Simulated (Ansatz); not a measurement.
Computed with Ansatz 0.2.0, DFT PBE, scalar-relativistic, plane waves, PAW. Settings: cutoff 420 eV, Γ-centred meshes spaced at most about 0.3 Å⁻¹, and about 0.25 Å⁻¹ or finer for metals (2π included), Gaussian smearing. No spin polarisation.

These are static total energies at zero pressure.

Question: Order these relaxed structures of RbH2 by energy, lowest first, with the energy over the lowest of them.
1.

```xyz
9
Lattice="7.6328 0.0000 0.0000 -3.8164 6.6102 0.0000 0.0000 0.0000 7.3439" Properties=species:S:1:pos:R:3 pbc="T T T"
Rb    2.3269    0.0000    2.4480
Rb   -1.1634    2.0151    4.8959
Rb    2.6529    4.5950    0.0000
H     1.7988    3.4890    3.3409
H    -0.1046    6.4234    5.7889
H    -1.6942    3.3079    0.8929
H     2.1222    3.3023    4.0030
H     5.6151    3.1212    1.5550
H     3.7118    0.1867    6.4510
```

2.

```xyz
6
Lattice="5.4351 0.0000 0.0000 -2.7175 4.7069 0.0000 0.0000 0.0000 9.0997" Properties=species:S:1:pos:R:3 pbc="T T T"
Rb    0.0000    3.1379    2.2749
Rb    2.7175    1.5690    6.8248
H     0.0000    3.1379    6.4425
H     2.7175    1.5690    1.8926
H     0.0000    3.1379    7.2071
H     2.7175    1.5690    2.6572
```

Answer: 1 (0 meV/atom), 2 (17 meV/atom). Forms: cell 1 P3_121; cell 2 P6_3/mmc. Counting H atoms around Rb (those within 1.25 times the shortest such distance or 1.15 times the sum of covalent radii; a plus sign parts nearer from farther groups; the shortest distance is added where it is long for a bond): cell 1 has Rb 6+2 from 3.6 Å; cell 2 has Rb 6. Cell 1 and cell 2 both hold H–H pairs as short as in free H₂ molecules. Both come from invented guesses. The lowest form computed isn't among them: it has space group P4/nmm (No. 129), 43.8 Å³/atom and lies 65 meV/atom below the best shown. Even the lowest of the cells shown lies +0.10 eV/atom against the elements.

For metals, differences of a few meV/atom aren't resolved. With hydrogen, zero-point motion can shift such differences by 10 meV/atom or more. Cells relaxed within their symmetry can be saddle points. Some candidate types were left out of the draw beforehand, so a known form may be missing.
